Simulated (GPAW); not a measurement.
A run of GPAW 26.7.0 is set up as follows.

File run.py:

```python
from ase.dft.bandgap import bandgap
from ase.io import read, write
from gpaw import GPAW, PW, setup_paths
from gpaw.response.df import DielectricFunction

setup_paths.insert(0, '.')

atoms = read('POSCAR')

calc = GPAW(mode=PW(400),
            xc='PBEsol',
            kpts={'size': (7, 7, 7), 'gamma': True},
            occupations={'name': 'fermi-dirac', 'width': 0.05},
            nbands=20,
            convergence={'density': 1e-06},
            maxiter=150,
            txt='gpaw.txt')
atoms.calc = calc
energy = atoms.get_potential_energy()
calc.write('gs.gpw')
write('result.traj', atoms)
print(f'Energy: {energy:.6f} eV')
print('Fermi level:', round(calc.get_fermi_level(), 4), 'eV')
print(f'Gap: {bandgap(calc)[0]:.4f} eV, direct: {bandgap(calc, direct=True)[0]:.4f} eV')

dense = calc.fixed_density(kpts={'size': (22, 22, 22), 'gamma': True},
                           nbands=36, convergence={'bands': 30, 'eigenstates': 1e-7},
                           update_fermi_level=True, txt='dense.txt')
dense.write('dense.gpw', mode='all')

df = DielectricFunction('dense.gpw', frequencies={'type': 'nonlinear', 'domega0': 0.05, 'omega2': 10},
                        eta=0.1, ecut=50, nbands=30, rate='eta', txt='df.txt')
for direction in ['x']:
    df.get_dielectric_function(xc='RPA', direction=direction, filename=f'df_{direction}.csv')
```

The input POSCAR:

```
AlRu
1.0
    2.9916000000      0.0000000000      0.0000000000
    0.0000000000      2.9916000000      0.0000000000
    0.0000000000      0.0000000000      2.9916000000
Ru Al
1 1
Direct
    0.5000000000      0.5000000000      0.5000000000
    0.0000000000      0.0000000000      0.0000000000
```

Potentials or basis: PAW data sets generated in the run's folder for this functional, pw.

Command:

```sh
$ gpaw-setup -f PBEsol Al Ru
$ OMP_NUM_THREADS=1 python run.py
```

**Question.** What does it give for the band gap on the k mesh?

**Answer.** None (metal or under the smearing width).

Dielectric function (mean over the directions given):
```tsv
energy (eV)	real part	imaginary part
0.67	-117.01	45.71
1.04	-44.11	12.49
1.54	-13.57	4.82
2.00	-2.02	5.14
2.54	2.59	9.72
2.91	2.33	10.70
3.43	0.80	9.35
3.89	-1.02	10.21
4.44	-2.03	6.25
4.79	-1.15	4.45
5.31	1.18	3.21
5.76	3.32	3.72
6.31	5.17	6.21
6.79	0.89	8.11
7.12	1.35	5.98
7.63	2.90	6.47
8.16	1.44	8.25
8.71	-0.54	8.24
9.08	-1.83	8.09
9.56	-3.23	6.18
10.06	-2.72	4.83
10.57	-3.59	4.58
10.88	-3.35	3.31
11.41	-2.82	2.55
11.96	-2.54	2.12
12.42	-2.26	1.69
12.88	-1.85	1.38
13.36	-1.43	1.27
13.85	-1.31	1.35
14.35	-1.33	1.17
14.86	-1.20	0.99
15.26	-0.99	0.83
15.80	-0.85	0.75
16.36	-0.71	0.66
16.93	-0.62	0.61
17.36	-0.52	0.47
17.96	-0.34	0.49
18.58	-0.23	0.44
19.22	-0.18	0.43
19.87	-0.08	0.38
```

Caveat: the intraband term hangs on this k mesh; the long-wavelength limit can be off by several per cent where d states take part; independent-particle spectra lack excitons.
